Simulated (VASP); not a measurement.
# Co (P6_3/mmc) in VASP: further runs

Runs on Co. Level: PBE. Tasks: single point.

Program: VASP 6.6.1. These are calculated values, not measurements. Logs are shortened: lines on timing, memory, paths and dates and some standing lists are left out, and cuts for length are marked.

**1. The undisturbed crystal**

It takes space group P6_3/mmc (No. 194, hexagonal). The conventional cell has a = 2.472 Å, b = 2.472 Å, c = 4.021 Å, α = 90.00°, β = 90.00°, γ = 120.00°. Co (site symmetry -6m2) is surrounded by 12 Co at 2.47 Å.

**2. Single point, PBE, collinear spin, ferromagnetic start (grid = ENCUT=280 dk=0.35 cell=2x2x1 ISMEAR=1 SIGMA=0.1 LREAL=Auto EDIFF=1e-06)**

Contents of INCAR:

```
PREC     = Accurate       # precision mode
ENCUT    = 280            # plane-wave cutoff, eV
EDIFF    = 1E-6           # SCF threshold, eV
ISMEAR   = 1              # smearing method
SIGMA    = 0.1            # smearing width, eV
LREAL    = Auto         
LASPH    = T              # aspherical terms in the spheres
NELM     = 120            # most SCF steps
ALGO     = Fast           # electronic algorithm
ISIF     = 2              # what is computed and relaxed
LWAVE    = F              # write WAVECAR
LCHARG   = F              # write CHGCAR
ISPIN    = 2              # spin polarisation
MAGMOM   = 2 2 2 2 2 2 2  # initial moments
LORBIT   = 11             # projections on sites
LMAXMIX  = 4              # l up to which the mixer works
GGA      = PE             # functional
NBANDS   = 40             # bands
```

Contents of KPOINTS:

```
Automatic mesh
0
Gamma
  5 5 5
```

Contents of POSCAR:

```
Co
1.0
    4.9439998064      0.0000000000      0.0000000000
   -2.4719999032      4.2816294286      0.0000000000
    0.0000000000      0.0000000000      4.0211440800
Co
7
Direct
    0.3333333334      0.6666666666      0.7500000000
    0.8333333333      0.1666666666      0.7500000000
    0.8333333333      0.6666666666      0.7500000000
    0.1666666666      0.3333333334      0.2500000000
    0.1666666666      0.8333333333      0.2500000000
    0.6666666666      0.3333333334      0.2500000000
    0.6666666666      0.8333333333      0.2500000000
```

Potentials or basis: VASP PAW PBE potentials, release 64 (Co).

Command:

```sh
cat potpaw_PBE.64/Co/POTCAR > POTCAR
mpirun -np 1 vasp_std > vasp.out
```

OUTCAR:

```text
PREC = Accurate
   ENCUT = 280
   EDIFF = 1E-6
   ISMEAR = 1
   LREAL = Auto
   LASPH = T
   NELM = 120
   ISIF = 2
   ISPIN = 2
   LORBIT = 11
   GGA = PE

 Found     15 irreducible k-points:

 Following reciprocal coordinates:
            Coordinates               Weight
  0.000000  0.000000  0.000000      1.000000
  0.200000  0.000000  0.000000      6.000000
  0.400000  0.000000  0.000000      6.000000
  0.200000  0.200000  0.000000      6.000000
  0.400000  0.200000  0.000000      6.000000
  0.000000  0.000000  0.200000      2.000000
   k-points           NKPTS =     15   k-points in BZ     NKDIM =     15   number of bands    NBANDS=     40
   number of dos      NEDOS =    301   number of ions     NIONS =      7
   total plane-waves  NPLWV =  18816
   dimension x,y,z NGX =    28 NGY =   28 NGZ =   24
   dimension x,y,z NGXF=    56 NGYF=   56 NGZF=   48
   ions per type =               7
   NGX,Y,Z   is equivalent  to a cutoff of   9.42,  9.42,  9.92 a.u.
   NGXF,Y,Z  is equivalent  to a cutoff of  18.83, 18.83, 19.84 a.u.
 SYSTEM =  unknown system
   PREC   = accura    normal or accurate (medium, high low for compatibility)
   ISTART =      0    job   : 0-new  1-cont  2-samecut
   ICHARG =      2    charge: 1-file 2-atom 10-const
   ISPIN  =      2    spin polarized calculation?
   LNONCOLLINEAR =      F non collinear calculations
   LSORBIT =      F    spin-orbit coupling
   LASPH  =      T    aspherical Exc in radial PAW
   ENCUT  =  280.0 eV  20.58 Ry    4.54 a.u.   6.75  6.75  5.49*2*pi/ulx,y,z
   NELM   =    120;   NELMIN=  2; NELMDL= -5     # of ELM steps
   EDIFF  = 0.1E-05   stopping-criterion for ELM
   LREAL  =      T    real-space projection
   EDIFFG = 0.1E-04   stopping-criterion for IOM
   NSW    =      0    number of steps for IOM
   IBRION =     -1    ionic relax: 0-MD 1-quasi-New 2-CG
   NFREE  =      0    steps in history (QN), initial steepest desc. (CG)
   ISIF   =      2    stress and relaxation
   ISYM   =      2    0-nonsym 1-usesym 2-fastsym
   POTIM  = 0.5000    time-step for ionic-motion
   TEBEG  =    0.0;   TEEND  =   0.0 temperature during run
   PSTRESS=    0.0 pullay stress
   NELECT =      63.0000    total number of electrons
   NUPDOWN=      -1.0000    fix difference up-down
   EMIN   =  10.00;   EMAX   =-10.00  energy-range for DOS
   EFERMI =   0.00;   METHOD = LEGACY
   ISMEAR =     1;   SIGMA  =   0.10  broadening in eV -4-tet -1-fermi 0-gaus
   EFERMI_NEDOS =   21; number of points for ismear=-14 and -15
   IALGO  =     68    algorithm
   IMIX   =      4    mixing-type and parameters
     AMIX     =   0.40;   BMIX     =  1.00
     AMIX_MAG =   1.60;   BMIX_MAG =  1.00
  volume/ion in A,a.u.               =      12.16        82.06
  Fermi-wavevector in a.u.,A,eV,Ry     =   1.480844  2.798389 29.836200  2.192899
  Thomas-Fermi vector in A             =   2.594828
   LORBIT       =     11    0 simple, 1 ext, 2 COOP (PROOUT), +10 PAW based schemes
   GGA     = PE    functional components
   LHFCALC =     F    Hartree Fock is set to
   AEXX    =    0.0000 exact exchange contribution
   IVDW    =     0    specifies the selected vdW correction
   LEPSILON=     F    determine dielectric tensor
[... 19 lines left out ...]
  energy without entropy =      -47.49063140  energy(sigma->0) =      -47.48914977

 E-fermi :   8.7153     XC(G=0): -12.6235

 val. band max:        8.7016021969   @ k =   0.4000   0.0000   0.2000
 cond. band min:       8.7192053632   @ k =   0.2000   0.0000   0.2000
 fundamental gap:      0.0176031663
 Fermi energy:         8.7152944164

 spin component 1

 k-point     1 :       0.0000    0.0000    0.0000
  band No.  band energies     occupation
      1       0.3427      1.00000
      2       3.6680      1.00000
      3       3.9640      1.00000
      4       3.9640      1.00000
      5       4.1594      1.00000
      6       4.3362      1.00000
[... 247 lines left out ...]
     39      10.2412     -0.00000
     40      10.2412     -0.00000

 [... further k-points ...]

 spin component 2

 k-point     1 :       0.0000    0.0000    0.0000
  band No.  band energies     occupation
      1       0.3852      1.00000
      2       4.7843      1.00000
      3       5.0455      1.00000
      4       5.0455      1.00000
      5       5.3737      1.00000
      6       5.5652      1.00000
[... 247 lines left out ...]
     39      11.1117      0.00000
     40      11.1117      0.00000

 [... further k-points ...]

------------------------ aborting loop because EDIFF is reached ----------------------------------------

  FORCE on cell =-STRESS in cart. coord.  units (eV):
  Direction    XX          YY          ZZ          XY          YZ          ZX
  --------------------------------------------------------------------------------------
  -------------------------------------------------------------------------------------
  Total       -2.0775230     -2.0775230     -3.9960204      0.0000000     -0.0000000     -0.0000000
  in kB      -39.1038277    -39.1038277    -75.2144222      0.0000000     -0.0000000     -0.0000000
  external PRESSURE =     -51.1406925 kB  Pullay stress =       0.0000000 kB

 VOLUME and BASIS-vectors are now :
 -----------------------------------------------------------------------------
  energy-cutoff  :      280.00
  volume of cell :       85.12
      direct lattice vectors                 reciprocal lattice vectors
     4.943999806  0.000000000  0.000000000     0.202265380  0.116777972  0.000000000
    -2.471999903  4.281629429  0.000000000     0.000000000  0.233555943  0.000000000
     0.000000000  0.000000000  4.021144080     0.000000000  0.000000000  0.248685444

 POSITION                                       TOTAL-FORCE (eV/Angst)
 -----------------------------------------------------------------------------------
      0.00000      2.85442      3.01586        -0.258792     -0.149414     -0.000000
      3.70800      0.71360      3.01586         0.000000      0.298827      0.000000
      2.47200      2.85442      3.01586         0.258792     -0.149414      0.000000
     -0.00000      1.42721      1.00529         0.455085     -0.262743     -0.000000
     -1.23600      3.56802      1.00529         0.000000      0.525486      0.000000
      2.47200      1.42721      1.00529        -0.455085     -0.262743      0.000000
      1.23600      3.56802      1.00529         0.000000     -0.000000      0.000000
 -----------------------------------------------------------------------------------
    total drift:                                0.000001     -0.000000     -0.000000

  FREE ENERGIE OF THE ION-ELECTRON SYSTEM (eV)
  ---------------------------------------------------
  free  energy   TOTEN  =       -47.4884089540 eV

  energy  without entropy=      -47.4906313964  energy(sigma->0) =      -47.48914977

 total charge

# of ion       s       p       d       tot
------------------------------------------
    1        0.487   0.465   7.227   8.180
    2        0.487   0.465   7.227   8.180
    3        0.487   0.465   7.227   8.180
    4        0.488   0.459   7.236   8.183
    5        0.488   0.459   7.236   8.183
    6        0.488   0.459   7.236   8.183
    7        0.510   0.549   7.272   8.331
--------------------------------------------------
tot          3.437   3.323  50.661  57.421

 magnetization (x)

# of ion       s       p       d       tot
------------------------------------------
    1       -0.009  -0.043   1.834   1.782
    2       -0.009  -0.043   1.834   1.782
    3       -0.009  -0.043   1.834   1.782
    4       -0.012  -0.039   1.791   1.740
    5       -0.012  -0.039   1.791   1.740
    6       -0.012  -0.039   1.791   1.740
    7       -0.014  -0.062   1.613   1.537
--------------------------------------------------
tot         -0.076  -0.308  12.488  12.104
```

OSZICAR:

```text
N       E                     dE             d eps       ncg     rms          rms(c)
DAV:   1     0.333302107973E+03    0.33330E+03   -0.18791E+04  2400   0.129E+03
DAV:   2    -0.286360165951E+02   -0.36194E+03   -0.34455E+03  2416   0.317E+02
DAV:   3    -0.531647308229E+02   -0.24529E+02   -0.22582E+02  2824   0.105E+02
[... 11 lines left out ...]
RMM:  15    -0.474883890004E+02   -0.68495E-04   -0.13563E-03  2888   0.143E-01    0.908E-02
RMM:  16    -0.474884050330E+02   -0.16033E-04   -0.27372E-04  3023   0.778E-02    0.313E-02
RMM:  17    -0.474884078753E+02   -0.28423E-05   -0.52781E-05  2815   0.339E-02    0.118E-02
RMM:  18    -0.474884088824E+02   -0.10072E-05   -0.10972E-05  2361   0.156E-02    0.720E-03
RMM:  19    -0.474884089540E+02   -0.71536E-07   -0.21703E-06  1388   0.805E-03
   1 F= -.47488409E+02 E0= -.47489150E+02  d E =0.222244E-02  mag=    11.9538
```

Run time: 55 s. Hardware: 1 thread of Intel Xeon 6975P-C (Granite Rapids), shared host; peak memory 0.17 GiB.

The run converged, but some of its settings lie outside the range that counts as converged, so its numbers aren't taken as properties of the crystal.

Results:

- Free energy: -47.4884 eV
- Largest force: 0.525 eV/Å
- Band gap on the k mesh: none (metal or under the smearing width)
- Net moment: 11.95 μB per cell
- Site moments: Co +1.78, +1.74, +1.54 μB
- Valence electrons inside the program's atomic spheres: Co 8.18, 8.33

Caveat: the cutoff is under 1.25 times the usual one of these potentials, so pressure, stress and relaxed cells hold a basis-set (Pulay) error.

**3. Single point, PBE, collinear spin, ferromagnetic start (grid = ENCUT=400 dk=0.45 cell=2x2x1 ISMEAR=1 SIGMA=0.1 LREAL=Auto EDIFF=1e-06)**

Changes to INCAR since step 2:

```diff
@@ -1,3 +1,3 @@
 PREC     = Accurate       # precision mode
-ENCUT    = 280            # plane-wave cutoff, eV
+ENCUT    = 400            # plane-wave cutoff, eV
 EDIFF    = 1E-6           # SCF threshold, eV
```

Contents of KPOINTS:

```
Automatic mesh
0
Gamma
  4 4 4
```

POSCAR is that of step 2.

Potentials or basis: VASP PAW PBE potentials, release 64 (Co).

Command:

```sh
cat potpaw_PBE.64/Co/POTCAR > POTCAR
mpirun -np 1 vasp_std > vasp.out
```

Run time: 60 s. Hardware: 1 thread of Intel Xeon 6975P-C (Granite Rapids), shared host; peak memory 0.21 GiB.

The run converged, but some of its settings lie outside the range that counts as converged, so its numbers aren't taken as properties of the crystal.

What came out:

```
Free energy                                           : -47.5323 eV
Pressure                                              : -4.5 GPa
Largest force                                         : 0.577 eV/Å
Band gap on the k mesh                                : none (metal or under the smearing width)
Net moment                                            : 11.71 μB per cell
Site moments                                          : Co +1.74, +1.71, +1.50 μB
Valence electrons inside the program's atomic spheres : Co 8.19, 8.34
```

Caveat: the k mesh is coarse (spacing up to 0.39 Å⁻¹), so the values aren't converged.

**4. Single point, PBE, collinear spin, ferromagnetic start (grid = ENCUT=340 dk=0.35 cell=2x2x1 ISMEAR=1 SIGMA=0.1 LREAL=Auto EDIFF=1e-06)**

Changes to INCAR since step 3:

```diff
@@ -1,3 +1,3 @@
 PREC     = Accurate       # precision mode
-ENCUT    = 400            # plane-wave cutoff, eV
+ENCUT    = 340            # plane-wave cutoff, eV
 EDIFF    = 1E-6           # SCF threshold, eV
```

Contents of KPOINTS:

```
Automatic mesh
0
Gamma
  5 5 5
```

POSCAR is that of step 3.

Command:

```sh
cat potpaw_PBE.64/Co/POTCAR > POTCAR
mpirun -np 1 vasp_std > vasp.out
```

Wall time 70 s (1 thread of Intel Xeon 6975P-C (Granite Rapids), shared host); peak memory 0.18 GiB.

The run converged, but some of its settings lie outside the range that counts as converged, so its numbers aren't taken as properties of the crystal.

Results:

```yaml
Free_energy: -47.5120 eV
Pressure: -3.6 GPa
Largest_force: 0.527 eV/Å
Band_gap_on_the_k_mesh: none (metal or under the smearing width)
Net_moment: 11.95 μB per cell
Site_moments: Co +1.78, +1.74, +1.53 μB
Valence_electrons_inside_the_program's_atomic_spheres: Co 8.18, 8.33
```

**5. Single point, PBE, collinear spin, ferromagnetic start (grid = ENCUT=400 dk=0.35 cell=2x2x1 ISMEAR=1 SIGMA=0.1 LREAL=Auto EDIFF=1e-06)**

Changes to INCAR since step 4:

```diff
@@ -1,3 +1,3 @@
 PREC     = Accurate       # precision mode
-ENCUT    = 340            # plane-wave cutoff, eV
+ENCUT    = 400            # plane-wave cutoff, eV
 EDIFF    = 1E-6           # SCF threshold, eV
```

KPOINTS is that of step 4.

POSCAR is that of step 4.

Command:

```sh
cat potpaw_PBE.64/Co/POTCAR > POTCAR
mpirun -np 1 vasp_std > vasp.out
```

Run time: 77 s. Hardware: 1 thread of Intel Xeon 6975P-C (Granite Rapids), shared host; peak memory 0.22 GiB.

These settings aren't checked as converged: the numbers below hold their error.

What came out:

| Item | Value |
| --- | --- |
| Free energy | -47.4648 eV |
| Pressure | -3.8 GPa |
| Largest force | 0.528 eV/Å |
| Band gap on the k mesh | none (metal or under the smearing width) |
| Net moment | 11.95 μB per cell |
| Site moments | Co +1.78, +1.74, +1.53 μB |
| Valence electrons inside the program's atomic spheres | Co 8.18, 8.19, 8.34 |

**6. For comparison**

An earlier run on the cell as given: functional PBE; potentials or basis VASP PAW PBE potentials, release 64 (Co); cutoff 520 eV; k mesh 12 × 12 × 7; occupations fermi-dirac, width 0.05 eV; collinear spin, ferromagnetic start; starting moments [2.0, 2.0] μB.

* Pressure: 3.9 GPa
* Band gap on the k mesh: none (metal or under the smearing width)
* Net moment: 3.19 μB per cell
* Site moments: Co +1.61 μB
* Valence electrons inside the program's atomic spheres: Co 8.31
